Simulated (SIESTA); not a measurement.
Crystal: Au.

```
Au
1.0
     1.41131   -2.55593    0.00000
     1.41131    2.55593    0.00000
     0.00000    0.00000    4.89317
Au
2
Direct
  0.33467 0.66533 0.25000
  0.66533 0.33467 0.75000
```

This isn't the form of Au at room conditions, which is fcc.

Base run:

| Item | Value |
| --- | --- |
| Program | SIESTA 5.4.2 |
| Functional | PBEsol |
| Potentials or basis | PseudoDojo 0.4 standard (PBEsol files) |
| Basis | DZP (energy shift 0.003 Ry; two zetas on semicore shells) |
| Grid cutoff | 800 Ry |
| Energy shift | 0.003 Ry |
| k mesh | 8 × 8 × 4 |
| Occupations | fermi-dirac, width 0.05 eV |
| Spin | no spin polarisation |

Its results: band gap on the k mesh none (metal or under the smearing width); pressure -3.4 GPa; largest force 0.016 eV/Å.

**Question.** The run is repeated on the same cell with these changes: potentials or basis from PseudoDojo 0.4 standard (PBEsol files) to PseudoDojo 0.4 standard (PBEsol files, fully relativistic); spin from no spin polarisation to non-collinear spin, zero start, spin-orbit coupling. What comes out?

**Answer.** Band gap on the k mesh none (metal or under the smearing width); pressure -8.6 GPa; net moment 0.00 μB per cell; largest force 0.011 eV/Å.

Caveats: short orbitals over semicore shells can move pressures by several GPa; the basis of atomic orbitals isn't converged, which shifts pressures, moduli and gaps; spin-orbit coupling is left out, which moves the levels of the heavy elements (some runs).
